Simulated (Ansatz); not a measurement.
**In3Se: normal modes**

The task, for In3Se: relax the cell and get the zone-centre phonons.

Program: Ansatz 0.2.0. Level of theory: DFT PBE, scalar-relativistic, plane waves, PAW. These are calculated values, not measurements.

### Step 1. The system as given

The structure is cubic, space group Pm-3m (No. 221). Conventional cell: a = 4.804 Å, b = 4.804 Å, c = 4.804 Å, α = 90.00°, β = 90.00°, γ = 90.00°. In (site symmetry 4/mmm) is surrounded by 8 In at 3.40 Å and 4 Se at 3.40 Å. Around Se (site symmetry m-3m) lie 12 In at 3.40 Å.

Structure file:

```
In Se
1.0
     4.80376    0.00000    0.00000
     0.00000    4.80376    0.00000
     0.00000    0.00000    4.80376
In Se
3 1
Direct
  0.00000 0.50000 0.50000
  0.50000 0.00000 0.50000
  0.50000 0.50000 0.00000
  0.00000 0.00000 0.00000
```

Source of the structure: the Materials Project (structure only).

### Step 2. Quick check of gap, pressure and forces

Contents of input.yaml:

```yaml
crystal:
  lattice:
    - [4.803758, 0.0, 0.0]
    - [0.0, 4.803758, 0.0]
    - [0.0, 0.0, 4.803758]
  atoms:
    - { symbol: In, position: [0.0, 0.5, 0.5] }
    - { symbol: In, position: [0.5, 0.0, 0.5] }
    - { symbol: In, position: [0.5, 0.5, 0.0] }
    - { symbol: Se, position: [0.0, 0.0, 0.0] }
basis:
  ecutwfc: 420
kpoints:
  mp_grid: { grid: [4, 4, 4] }
hamiltonian:
  xc: pbe
scf:
  occupations: { method: gaussian, width: 0.1 }
output:
  forces: true
  stress: true
  eigenvalues: true
```

On the command line:

```
$ ansatz run input.yaml --threads 2 --pin off --max-ram 5120MiB --backend cpu --events-out ev --progress --plain --runs-dir out
```

Log, cut to the lines that bear on the results:

```text
Warning: RAYON_NUM_THREADS=2 ignored (pool sized by the plan → 2); use --threads N
[...]
Pseudopotentials: kind: paw
Pseudopotential: In, paw, valence charge 13, recommended cutoff 420 eV (normal), In.paw.azcp
Pseudopotential: Se, paw, valence charge 16, recommended cutoff 420 eV (normal), Se.paw.azcp
Functional definition: PBE
[...]
Crystal: 4 atoms, lattice volume = 110.852 Å³
Basis set: ecut = 420 eV, 2109 PW (Γ), exchange–correlation on 72×72×72 points (8 copies of the dense FFT grid, shifted against one another)
Bands: 33, of which v1, the nominal top of the filled ones, is band 28 counted from 1 (27 counted from 0)
Symmetry: 48 space group operations
Space group: Pm-3m (ITA 221), of the structure as read, at distance tolerance 4.8e-5 Å
k-points: 10 of 64
[...]
SCF iter   1: F=—  HF=-22263.080625 eV  |F-HF|=—  |Δ(HF+E_count)|=         —  Δρ=1.17e-3  dr2=3.49e-3  ethr=1.77e-3  ⟨swp⟩=6.6  Hψ=1323  notcnv=0
[...]
SCF iter   7: F=-22263.076740 eV  HF=-22263.076740 eV  |F-HF|=3.59e-9  |Δ(HF+E_count)|=   1.02e-7  Δρ=3.17e-6  dr2=8.22e-9  ethr=1.82e-10  ⟨swp⟩=7.5  Hψ=1383  notcnv=0
[...]
SCF converged after 7 iterations
Free energy (F): -22263.076740 eV
[...]
E sigma→0 (E₀):  -22263.071740 eV
Entropy (-TS):   -0.010000 eV (-2.500 meV/atom)
Fermi energy:    9.004566 eV
[...]
--- Forces (eV/Å), atoms counted from 1 ---
  atom   1  In     0.00000000     0.00000000     0.00000000
  atom   2  In     0.00000000    -0.00000000    -0.00000000
  atom   3  In     0.00000000     0.00000000     0.00000000
  atom   4  Se    -0.00000000     0.00000000     0.00000000
[...]
--- Stress (GPa, compression-positive) ---
       -0.144738       0.000000       0.000000
        0.000000      -0.144738       0.000000
        0.000000       0.000000      -0.144738
  P = ⅓ Tr σ = -0.1447 GPa (-1.447 kbar)
--- Band table (eV; the first three rows and the last of 10) ---
[...]
```

Run time: 1.3 s. Hardware: 2 threads of Arm Neoverse V2, shared host; peak memory 0.38 GiB.

The probe gives pressure -0.1 GPa, largest force 0.00 eV/Å, gap on this mesh none (metal). The gap decides the next run's mesh: 10×10×10 points.

### Step 3. Relaxing cell and atoms

input.yaml, as its differences from that of step 2:

```diff
@@ -13,3 +13,3 @@
 kpoints:
-  mp_grid: { grid: [4, 4, 4] }
+  mp_grid: { grid: [10, 10, 10] }
 hamiltonian:
@@ -22 +22,6 @@
   eigenvalues: true
+relax:
+  adjacent_minimum: "off"
+  f_tol: 0.005
+  max_steps: 80
+  cell: { stress_tol: 0.05 }
```

On the command line:

```
$ ansatz run input.yaml --threads 2 --pin off --max-ram 5120MiB --backend cpu --events-out ev --progress --plain --runs-dir out
```

Log, cut to the lines that bear on the results:

```text
Warning: RAYON_NUM_THREADS=2 ignored (pool sized by the plan → 2); use --threads N
[...]
Pseudopotentials: kind: paw
Pseudopotential: In, paw, valence charge 13, recommended cutoff 420 eV (normal), In.paw.azcp
Pseudopotential: Se, paw, valence charge 16, recommended cutoff 420 eV (normal), Se.paw.azcp
Functional definition: PBE
[...]
Crystal: 4 atoms, lattice volume = 110.852 Å³
Basis set: ecut = 420 eV, 2109 PW (Γ), exchange–correlation on 72×72×72 points (8 copies of the dense FFT grid, shifted against one another)
Bands: 33, of which v1, the nominal top of the filled ones, is band 28 counted from 1 (27 counted from 0)
Symmetry: 48 space group operations
Space group: Pm-3m (ITA 221), of the structure as read, at distance tolerance 4.8e-5 Å
k-points: 56 of 1000
[...]
SCF iter   1: F=—  HF=-22263.119661 eV  |F-HF|=—  |Δ(HF+E_count)|=         —  Δρ=1.61e-3  dr2=8.67e-3  ethr=1.77e-3  ⟨swp⟩=6.9  Hψ=7476  notcnv=0
[...]
  atom   4  Se    -0.00000000    -0.00000000    -0.00000000
[...]
--- Stress (GPa, compression-positive) ---
       -0.046463       0.000000       0.000000
        0.000000      -0.046463      -0.000000
        0.000000      -0.000000      -0.046463
  P = ⅓ Tr σ = -0.0465 GPa (-0.465 kbar)
--- Band table (eV; the first three rows and the last of 56) ---
[...]
--- Relaxed structure (2 steps of the walk, 2 accepted, 1 SCFs on fresh bases) ---
  F+E_penalty+E_count = -22263.11581840 eV   max|allowed force component| = 1.101e-29 eV/Å   (the final SCF, on the basis selected at the relaxed cell)
  cell:  # Å, volume = 109.9327 Å³
    - [4.790442552150737, 1.0432120532097527e-34, -6.419766481290787e-35]
    - [1.0432120532097527e-34, 4.790442552150737, 0.0]
    - [-6.419766481290787e-35, 0.0, 4.790442552150737]
  atoms:
    - { symbol: In, position: [5.324738896899673e-36, 0.5, 0.5] }
    - { symbol: In, position: [0.5, 1.5660996755587305e-37, 0.5] }
    - { symbol: In, position: [0.5, 0.5, 2.6101661259312086e-37] }
    - { symbol: Se, position: [1.1484730954097333e-36, -1.5660996755587272e-37, -5.220332251862423e-38] }
```

Run time: 20 s. Hardware: 2 threads of Arm Neoverse V2, shared host; peak memory 0.49 GiB.

The steps of the relaxation:

| step | E - E(step 1) (eV/cell) | largest force component (eV/Å) | pressure (GPa) | volume (Å³) |
| --- | --- | --- | --- | --- |
| 1 | 0.0000 | 0.0000 | -0.32 | 110.85 |
| 2 | -0.0013 | 0.0000 | -0.05 | 109.93 |
| 3 | -0.0010 | 0.0000 | -0.05 | 109.93 |

Step 1 is the start. Step 3 repeats the geometry before it on a plane-wave basis chosen anew for that cell, so its energy need not be comparable with the rows above.

|  | before | after | change |
| --- | --- | --- | --- |
| a (Å) | 4.804 | 4.790 | -0.3 % |
| b (Å) | 4.804 | 4.790 | -0.3 % |
| c (Å) | 4.804 | 4.790 | -0.3 % |
| volume (Å³/atom) | 27.71 | 27.48 | -0.8 % |
| shortest distance (Å) | 3.397 | 3.387 | -0.3 % |
| space group (0.01 Å) | Pm-3m | Pm-3m | same |

Forces and stress were held to the start's 48 operations: a distortion of lower symmetry was not tested.

### Step 4. Zero of the scan

Contents of input.yaml:

```yaml
crystal:
  lattice:
    - [4.7904425522, 0.0, 0.0]
    - [0.0, 4.7904425522, 0.0]
    - [0.0, 0.0, 9.5808851043]
  atoms:
    - { symbol: In, position: [0.0, 0.5, 0.25] }
    - { symbol: In, position: [0.0, 0.5, 0.75] }
    - { symbol: In, position: [0.5, 0.0, 0.25] }
    - { symbol: In, position: [0.5, 0.0, 0.75] }
    - { symbol: In, position: [0.5, 0.5, 0.0] }
    - { symbol: In, position: [0.5, 0.5, 0.5] }
    - { symbol: Se, position: [0.0, 0.0, 0.5] }
    - { symbol: Se, position: [0.0, 0.0, 0.0] }
basis:
  ecutwfc: 420
kpoints:
  mp_grid: { grid: [10, 10, 6] }
hamiltonian:
  xc: pbe
scf:
  occupations: { method: gaussian, width: 0.15 }
output:
  forces: true
  stress: true
  eigenvalues: true
```

On the command line:

```
$ ansatz run input.yaml --threads 2 --pin off --max-ram 5120MiB --backend cpu --events-out ev --progress --plain --runs-dir out
```

Log, cut to the lines that bear on the results:

```text
Warning: RAYON_NUM_THREADS=2 ignored (pool sized by the plan → 2); use --threads N
[...]
Pseudopotentials: kind: paw
Pseudopotential: In, paw, valence charge 13, recommended cutoff 420 eV (normal), In.paw.azcp
Pseudopotential: Se, paw, valence charge 16, recommended cutoff 420 eV (normal), Se.paw.azcp
Functional definition: PBE
[...]
Crystal: 8 atoms, lattice volume = 219.865 Å³
Basis set: ecut = 420 eV, 4213 PW (Γ), exchange–correlation on 72×72×144 points (8 copies of the dense FFT grid, shifted against one another)
Bands: 66, of which v1, the nominal top of the filled ones, is band 55 counted from 1 (54 counted from 0)
Symmetry: 32 space group operations
Space group: Pm-3m (ITA 221), of the structure as read, at distance tolerance 6.0e-5 Å
k-points: 84 of 600
[...]
SCF iter   1: F=—  HF=-44526.254574 eV  |F-HF|=—  |Δ(HF+E_count)|=         —  Δρ=1.71e-3  dr2=1.94e-2  ethr=1.77e-3  ⟨swp⟩=6.9  Hψ=20480  notcnv=0
[...]
SCF converged after 8 iterations
Free energy (F): -44526.244297 eV
[...]
E sigma→0 (E₀):  -44526.227180 eV
Entropy (-TS):   -0.034233 eV (-4.279 meV/atom)
Fermi energy:    9.028492 eV
[...]
--- Forces (eV/Å), atoms counted from 1 ---
  atom   1  In     0.00000000     0.00000000     0.00000000
  atom   2  In     0.00000000     0.00000000     0.00000000
  atom   3  In     0.00000000     0.00000000     0.00000000
  atom   4  In     0.00000000     0.00000000     0.00000000
  atom   5  In     0.00000000    -0.00000000     0.00000000
  atom   6  In     0.00000000    -0.00000000    -0.00000000
  atom   7  Se    -0.00000000    -0.00000000     0.00000000
  atom   8  Se    -0.00000000    -0.00000000     0.00000000
[...]
--- Stress (GPa, compression-positive) ---
       -0.047129      -0.000000       0.000000
        0.000000      -0.047129       0.000000
        0.000000       0.000000      -0.044900
  P = ⅓ Tr σ = -0.0464 GPa (-0.464 kbar)
--- Band table (eV; the first three rows and the last of 84) ---
[...]
```

Run time: 30 s. Hardware: 2 threads of Arm Neoverse V2, shared host; peak memory 1.1 GiB.

The cell is repeated 2 times, 8 atoms in all. The reference gives a free energy of -44526.2443 eV, pressure -0.05 GPa, largest force 0.000 eV/Å and gap on the mesh none (metal).

### Step 5. Harmonic modes of this cell

input.yaml, as its differences from that of step 4:

```diff
@@ -23,4 +23,8 @@
 output:
-  forces: true
-  stress: true
   eigenvalues: true
+phonons:
+  method: fd
+  supercell: [1, 1, 1]
+  amplitude: 0.02
+  eigenvectors: true
+  dielectric: false
```

On the command line:

```
$ ansatz run input.yaml --threads 2 --pin off --max-ram 5120MiB --backend cpu --events-out ev --progress --plain --runs-dir out
```

Log, cut to the lines that bear on the results:

```text
Warning: RAYON_NUM_THREADS=2 ignored (pool sized by the plan → 2); use --threads N
[...]
Pseudopotentials: kind: paw
Pseudopotential: In, paw, valence charge 13, recommended cutoff 420 eV (normal), In.paw.azcp
Pseudopotential: Se, paw, valence charge 16, recommended cutoff 420 eV (normal), Se.paw.azcp
Functional definition: PBE
[...]
Crystal: 8 atoms, lattice volume = 219.865 Å³
Basis set: ecut = 420 eV, 4213 PW (Γ), exchange–correlation on 72×72×144 points (8 copies of the dense FFT grid, shifted against one another)
Bands: 66, of which v1, the nominal top of the filled ones, is band 55 counted from 1 (54 counted from 0)
Symmetry: 32 space group operations
k-points: 84 of 600
[...]
SCF iter   1: F=—  HF=-44526.254574 eV  |F-HF|=—  |Δ(HF+E_count)|=         —  Δρ=1.71e-3  dr2=1.94e-2  ethr=1.77e-3  ⟨swp⟩=6.9  Hψ=20480  notcnv=0
[...]
Symmetry: 2 space group operations
[...]
  atom   7  Se     0.00000000    -0.00000000     0.00000000
  atom   8  Se    -0.00000000     0.00000000     0.00000000
[...]
--- Band table (eV; the first three rows and the last of 84) ---
[...]
--- Phonons: 3 displaced members + reference (amplitude 0.02 Å, Σ member SCF iterations 27) ---
  symmetry images taken by strict's conditions (phonons.symmetry_images: auto; settled by no image being taken that strict refuses)
  ASR residual: 3.313e-4 → 0.000e0 eV/Å²; symmetrization residual: 1.143e-4 eV/Å²
  largest component of a force at the reference: 5.8e-29 eV/Å
  ASR residual per site (eV/Å²): 7.41e-5 7.41e-5 7.41e-5 7.41e-5 3.43e-5 3.43e-5 3.31e-4 3.31e-4
  Γ frequencies (cm⁻¹): -26.00 -25.00 -25.00 0.00 0.00 0.00 19.17 19.17 34.45 34.71 34.71 36.98 38.28 38.28 49.81 49.81 67.12 73.51 76.35 81.51 81.51 94.41 94.41 94.49
  density of states and harmonic sums: on the 13×13×7 q-mesh, interpolated from the force constants of a 1×1×1 supercell (no non-analytic term)
  largest difference from the sums on the solved wave vectors: F 1.17e0 eV, S 1.56e-3 and C_V 3.91e-4 eV/K
[...]
```

It took 8.1 min on 2 threads of Arm Neoverse V2, shared host; peak memory 3 GiB.

The modes, lowest first (cm⁻¹, without the LO–TO term): 1: 26i, 2: 25i, 3: 25i, 4: 0, 5: 0, 6: 0, 7: 19, 8: 19, 9: 34, 10: 35, 11: 35, 12: 37, 13: 38, 14: 38, 15: 50, 16: 50, 17: 67, 18: 74, 19: 76, 20: 82, 21: 82, 22: 94, 23: 94, 24: 94. The cell doubles the primitive one, so its zone centre also holds the primitive cell's point q = (0, 0, 1/2). Three modes near zero are the rigid translations.

### Step 6. Results

| quantity | value |
| --- | --- |
| relaxed cell | a = 4.790 Å, b = 4.790 Å, c = 4.790 Å, α = 90.00°, β = 90.00°, γ = 90.00° |
| space group (0.01 Å) | Pm-3m (No. 221) |
| volume | 27.48 Å³/atom |
| formation energy (elements from runs with the same settings, not shown) | -0.12 eV/atom |
| modes | 24 from 26i to 94 cm⁻¹ |

The cell shrank by 0.8 % in volume on relaxing. 3 modes are unstable at this geometry, the strongest at 26i cm⁻¹. The final runs have no spin polarisation, so no magnetic state was tried and one may lie lower.
